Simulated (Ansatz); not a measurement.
## Zr: energy along a strain

Zr, P6_3/mmc, a = 3.232 Å, c = 5.147 Å (as given, not relaxed at this level: 0.5 GPa). Ansatz: PBE, PAW, 420 eV, Γ-centred 18×18×10 mesh on 2 atoms, Gaussian smearing 0.15 eV; no spin polarisation. Cell vectors (Å): 3.232 0.000 0.000; -1.616 2.799 0.000; 0.000 0.000 5.147. The cell is strained by x per cent times the pattern (1 -1 0 0 0 0) in the order xx yy zz yz xz xy (engineering shears), with fractional coordinates held. y is the free energy over the start, V0 = 23.281 Å³/atom.

| x (%) | y (meV/atom) |
| --- | --- |
| -4.00 | 22.18 |
| -3.00 | 12.62 |
| -2.00 | 5.63 |
| -1.00 | 1.40 |
| 0.00 | 0.00 |
| 1.00 | 1.38 |
| 2.00 | 5.44 |
| 3.00 | 11.93 |
| 3.50 | 15.96 |
| 4.00 | ? |

Problem. Fit y = c1 x + c2 x² + c3 x³ to the other rows, get the stiffness along the pattern, and predict the missing energy.

Solution. Least squares on the rows shown. y = −0.033587 x + 1.3514 x² − 0.0081255 x³. The clamped-ion stiffness p·C·p = 2 × 13.51 eV × 160.2 / 23.281 Å³ = 186 GPa (second derivative at the start, which stands under stress). At x = 4.00 the fit asked for gives 20.97 meV/atom. The run gave 20.43 meV/atom, so the fit is 0.54 meV/atom too high, 2.4 % of the span of the series, against an rms of 0.11 meV/atom on the fitted rows. The row lies outside the fitted range. With a term in x⁴ added, a fit to the same known rows predicts 20.48 meV/atom, so most of the miss is curvature that the known rows already hold.